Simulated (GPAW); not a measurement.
Crystal: Ni.

```
Ni
1.0
     0.00000    1.73757    1.73757
     1.73757    0.00000    1.73757
     1.73757    1.73757    0.00000
Ni
1
Cartesian
  0.0000 0.0000 0.0000
```

```yaml
Program: GPAW 26.7.0
Task: relaxation of cell and atoms
Functional: BLYP
Dispersion: D4
Potentials_or_basis: PAW data sets generated in the run's folder for this functional
Cutoff: 600 eV
Basis: pw
k_mesh: 13 × 13 × 13
Occupations: fermi-dirac, width 0.05 eV
Spin: collinear spin, ferromagnetic start
Starting_moments: "[1.0] μB"
```

At the start: pressure 5.6 GPa; volume 10.49 Å³/atom.

**Question.** How do energy, volume and symmetry change on relaxing?

**Answer.** Over 3 steps the energy falls by 4.4 meV/atom and the volume is 10.75 Å³/atom (+2.5 %); space group Fm-3m (No. 225, to 0.05 Å); moment 0.62 μB per cell.

Step by step:
| step | energy change (eV) | largest force (eV/Å) | pressure (GPa) | volume (Å³) |
| --- | --- | --- | --- | --- |
| 1 | 0.0000 | 0.0000 | 5.64 | 10.49 |
| 2 | -0.0039 | 0.0000 | 2.00 | 10.66 |
| 3 | -0.0044 | 0.0000 | 0.07 | 10.75 |

Final structure:
```
Ni
1.0
     0.00000    1.75197    1.75197
     1.75197    0.00000    1.75197
     1.75197    1.75197    0.00000
Ni
1
Direct
  0.00000 0.00000 0.00000
```

Caveat: each step starts from the last one's moments, so a moment once lost doesn't come back; the stock nickel data set gives pressures a few GPa off other programs; later steps reuse the first step's grids; pairwise dispersion overbinds metals, which lowers pressure and volume.
